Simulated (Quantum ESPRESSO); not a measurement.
A run of Quantum ESPRESSO 7.5:

Contents of pw.in:

```
&CONTROL
  calculation = 'scf'
  prefix = 'pwscf'
  outdir = './tmp'
  pseudo_dir = './pseudo'
  tprnfor = .true.
  tstress = .true.
  disk_io = 'low'
/
&SYSTEM
  ibrav = 0
  celldm(1) = 8
  nat = 2
  ntyp = 2
  ecutwfc = 45
  ecutrho = 360
  nbnd = 15
  occupations = 'smearing'
  smearing = 'fd'
  degauss = 0.00367493
/
&ELECTRONS
  conv_thr = 4d-10
  electron_maxstep = 120
  mixing_beta = 0.5
  mixing_ndim = 2
  diagonalization = 'cg'
/
ATOMIC_SPECIES
Cd   112.4140 cd_lda_v1.uspp.F.UPF
Se    78.9710 se_lda_v1.uspp.F.UPF
CELL_PARAMETERS alat
  0.0000000000000   0.7252464617101   0.7252464617101
  0.7252464617101   0.0000000000000   0.7252464617101
  0.7252464617101   0.7252464617101   0.0000000000000
ATOMIC_POSITIONS crystal
Cd     0.0231250000   -0.0200290000    0.0548400000
Se     0.2776060000    0.2132320000    0.2919130000
K_POINTS automatic
7 7 7 0 0 0
```

File scf2.in:

```
&CONTROL
  calculation = 'scf'
  prefix = 'pwscf'
  outdir = './tmp'
  pseudo_dir = './pseudo'
  tprnfor = .true.
  tstress = .true.
  disk_io = 'low'
/
&SYSTEM
  ibrav = 0
  celldm(1) = 8
  nat = 2
  ntyp = 2
  ecutwfc = 45
  ecutrho = 360
  nbnd = 15
  occupations = 'fixed'
/
&ELECTRONS
  conv_thr = 1d-11
  electron_maxstep = 120
  mixing_beta = 0.5
  mixing_ndim = 2
  diagonalization = 'cg'
  startingpot = 'file'
  startingwfc = 'file'
/
ATOMIC_SPECIES
Cd   112.4140 cd_lda_v1.uspp.F.UPF
Se    78.9710 se_lda_v1.uspp.F.UPF
CELL_PARAMETERS alat
  0.0000000000000   0.7252464617101   0.7252464617101
  0.7252464617101   0.0000000000000   0.7252464617101
  0.7252464617101   0.7252464617101   0.0000000000000
ATOMIC_POSITIONS crystal
Cd     0.0231250000   -0.0200290000    0.0548400000
Se     0.2776060000    0.2132320000    0.2919130000
K_POINTS automatic
7 7 7 0 0 0
```

berry1.in

```
&CONTROL
  calculation = 'nscf'
  prefix = 'pwscf'
  outdir = './tmp'
  pseudo_dir = './pseudo'
  disk_io = 'low'
  lberry = .true.
  gdir = 1
  nppstr = 14
/
&SYSTEM
  ibrav = 0
  celldm(1) = 8
  nat = 2
  ntyp = 2
  ecutwfc = 45
  ecutrho = 360
  occupations = 'fixed'
  nosym = .true.
/
&ELECTRONS
  conv_thr = 1d-09
  electron_maxstep = 120
  mixing_beta = 0.5
  mixing_ndim = 2
  diagonalization = 'cg'
  diago_david_ndim = 4
  startingwfc = 'random'
/
ATOMIC_SPECIES
Cd   112.4140 cd_lda_v1.uspp.F.UPF
Se    78.9710 se_lda_v1.uspp.F.UPF
CELL_PARAMETERS alat
  0.0000000000000   0.7252464617101   0.7252464617101
  0.7252464617101   0.0000000000000   0.7252464617101
  0.7252464617101   0.7252464617101   0.0000000000000
ATOMIC_POSITIONS crystal
Cd     0.0231250000   -0.0200290000    0.0548400000
Se     0.2776060000    0.2132320000    0.2919130000
K_POINTS automatic
14 7 7 0 0 0
```

berry2.in

```
&CONTROL
  calculation = 'nscf'
  prefix = 'pwscf'
  outdir = './tmp'
  pseudo_dir = './pseudo'
  disk_io = 'low'
  lberry = .true.
  gdir = 2
  nppstr = 14
/
&SYSTEM
  ibrav = 0
  celldm(1) = 8
  nat = 2
  ntyp = 2
  ecutwfc = 45
  ecutrho = 360
  occupations = 'fixed'
  nosym = .true.
/
&ELECTRONS
  conv_thr = 1d-09
  electron_maxstep = 120
  mixing_beta = 0.5
  mixing_ndim = 2
  diagonalization = 'cg'
  diago_david_ndim = 4
  startingwfc = 'random'
/
ATOMIC_SPECIES
Cd   112.4140 cd_lda_v1.uspp.F.UPF
Se    78.9710 se_lda_v1.uspp.F.UPF
CELL_PARAMETERS alat
  0.0000000000000   0.7252464617101   0.7252464617101
  0.7252464617101   0.0000000000000   0.7252464617101
  0.7252464617101   0.7252464617101   0.0000000000000
ATOMIC_POSITIONS crystal
Cd     0.0231250000   -0.0200290000    0.0548400000
Se     0.2776060000    0.2132320000    0.2919130000
K_POINTS automatic
7 14 7 0 0 0
```

berry3.in

```
&CONTROL
  calculation = 'nscf'
  prefix = 'pwscf'
  outdir = './tmp'
  pseudo_dir = './pseudo'
  disk_io = 'low'
  lberry = .true.
  gdir = 3
  nppstr = 14
/
&SYSTEM
  ibrav = 0
  celldm(1) = 8
  nat = 2
  ntyp = 2
  ecutwfc = 45
  ecutrho = 360
  occupations = 'fixed'
  nosym = .true.
/
&ELECTRONS
  conv_thr = 1d-09
  electron_maxstep = 120
  mixing_beta = 0.5
  mixing_ndim = 2
  diagonalization = 'cg'
  diago_david_ndim = 4
  startingwfc = 'random'
/
ATOMIC_SPECIES
Cd   112.4140 cd_lda_v1.uspp.F.UPF
Se    78.9710 se_lda_v1.uspp.F.UPF
CELL_PARAMETERS alat
  0.0000000000000   0.7252464617101   0.7252464617101
  0.7252464617101   0.0000000000000   0.7252464617101
  0.7252464617101   0.7252464617101   0.0000000000000
ATOMIC_POSITIONS crystal
Cd     0.0231250000   -0.0200290000    0.0548400000
Se     0.2776060000    0.2132320000    0.2919130000
K_POINTS automatic
7 7 14 0 0 0
```

Potentials or basis: GBRV 1.5 LDA.

Run with:

```console
$ OMP_NUM_THREADS=1 pw.x -in pw.in > pw.out
$ OMP_NUM_THREADS=1 pw.x -in scf2.in > scf2.out
$ OMP_NUM_THREADS=1 pw.x -in berry1.in > berry1.out
$ OMP_NUM_THREADS=1 pw.x -in berry2.in > berry2.out
$ OMP_NUM_THREADS=1 pw.x -in berry3.in > berry3.out
```

Hardware: 1 thread of Arm Neoverse V1 (shared host).

Problem. Estimate the wall time of this run.

Solution. It took 15 min on 1 thread of Arm Neoverse V1, with other jobs on the host, peak memory 0.26 GiB. Counts: scf iterations 15, k pools 1, bands 15, k points 172, g dense 45071.
